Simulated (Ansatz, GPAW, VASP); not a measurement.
Hg: 3 runs at one level of theory

```
CELL_PARAMETERS angstrom
-1.87674 1.87674 1.91684
1.87674 -1.87674 1.91684
1.87674 1.87674 -1.91684
ATOMIC_POSITIONS crystal
Hg 0.50000 0.50000 0.00000
```

Alike in all runs: task single point; functional LDA; k mesh 10 × 10 × 10; occupations gaussian, width 0.02 eV; no spin polarisation; no spin-orbit coupling. LDA stands for any of its common fits. Pressure is positive in compression and, in plane waves, holds the error of the finite cutoff.

```json
{"program and potentials": "Ansatz, all-electron LAPW, scalar-relativistic", "plane-wave cutoff (eV)": "-", "notes": "-", "band gap (eV)": "no gap", "pressure (GPa)": "-4.20"}
{"program and potentials": "GPAW, the program's PAW data sets (release 1.2.1) made for this functional", "plane-wave cutoff (eV)": "600", "notes": "18 valence electrons an atom on average", "band gap (eV)": "no gap", "pressure (GPa)": "-4.57"}
{"program and potentials": "VASP, LDA PAW files Hg, 500 eV", "plane-wave cutoff (eV)": "500", "notes": "12 valence electrons an atom on average", "band gap (eV)": "no gap", "pressure (GPa)": "-4.14"}
```

None finds a gap. The pressure spans -4.57 (GPAW, the program's PAW data sets (release 1.2.1) made for this functional) to -4.14 GPa (VASP, LDA PAW files Hg, 500 eV), with all-electron results at -4.20.

Differences between rows come from potentials, basis sets and numerical settings, since the functional is the same but for its coding. Runs on potential files found faulty are left out.
